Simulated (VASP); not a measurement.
A run of VASP 6.6.1 is set up as follows.

The input INCAR:

```
PREC = Accurate ; ENCUT = 520
EDIFF = 1E-6 ; ISMEAR = -1
SIGMA = 0.05 ; LREAL = Auto
LASPH = True ; NELM = 100
ALGO = Fast ; ISIF = 2
LWAVE = False ; LCHARG = False
GGA = PE ; NBANDS = 48
```

The input KPOINTS:

```
Automatic mesh
0
Gamma
  1 1 1
```

Contents of POSCAR:

```
H12CO8
1.0
    6.8384790000      0.0000000000      0.0000000000
    0.0000000000      6.8384790000      0.0000000000
    0.0000000000      0.0000000000      6.8384790000
O H C
8 12 1
Direct
    0.3194716252      0.8588020816      0.2253425067
    0.0722090395      0.5584428935      0.1028006374
    0.9229391507      0.1451931051      1.0822728270
    0.2329465368      0.3879517653      0.7471398245
    0.6008792306      0.2076046442      0.5734462298
    0.8839538734      0.6400838549      0.4450112371
    0.6842603450      0.4708503163      0.0652922967
    0.7888450049      0.7389654922     -0.1403528475
    0.2826213256      0.8437402528      0.3623174101
    0.3418888908      0.7282174881      0.1972075954
    0.1478691387      0.4688615699      0.1724652514
    0.0501134828      0.6482581872      0.2167294803
    0.9750121335      0.2401264960      1.0012460373
    0.8339719987      0.0642101848      1.0141582653
    0.0916724318      0.4013904261      0.7135212377
    0.3037225091      0.4790100255      0.6563447808
    0.5848961443      0.2416326788      0.7097192227
    0.5833753383      0.0579953525      0.5693517520
    0.8523094097      0.7273547232      0.5665294870
    0.7632545190      0.6554381464      0.3590564510
    0.7284660814      0.6035845105     -0.0383272362
```

Potentials or basis: VASP PAW PBE potentials, release 64 (O, H, C).

Launch:

```bash
$ cat potpaw_PBE.64/O/POTCAR potpaw_PBE.64/H/POTCAR potpaw_PBE.64/C/POTCAR > POTCAR
$ mpirun -np 1 vasp_gam > vasp.out
```

Q: What does it give for the largest force?

A: 3.964 eV/Å.

Q: Predict the pressure.

A: -0.6 GPa.

Forces in eV/Å, atoms in the order of the input:
```
O    0.006  2.247  1.392
O   -0.597  2.173  0.256
O   -0.105 -1.373  2.642
O   -0.239  0.775 -0.963
O    0.046 -2.269 -0.466
O   -1.953  1.837  1.146
O   -0.370  1.732 -1.316
O   -1.799 -2.856  2.080
H   -0.167  0.707  0.090
H    0.441 -2.667 -1.366
H    1.251 -2.294  0.654
H   -0.446 -0.161 -0.945
H    0.859  1.661 -1.711
H   -0.635 -0.572 -0.892
H    1.175  0.101  0.000
H   -0.915 -0.968  0.752
H   -0.258 -0.161  0.371
H    0.202  2.445  0.112
H    0.539 -1.463 -2.010
H    1.472 -0.353  1.173
C    1.493  1.460 -0.999
```

Caveat: the standard files for N, O and F lose accuracy on very short bonds.
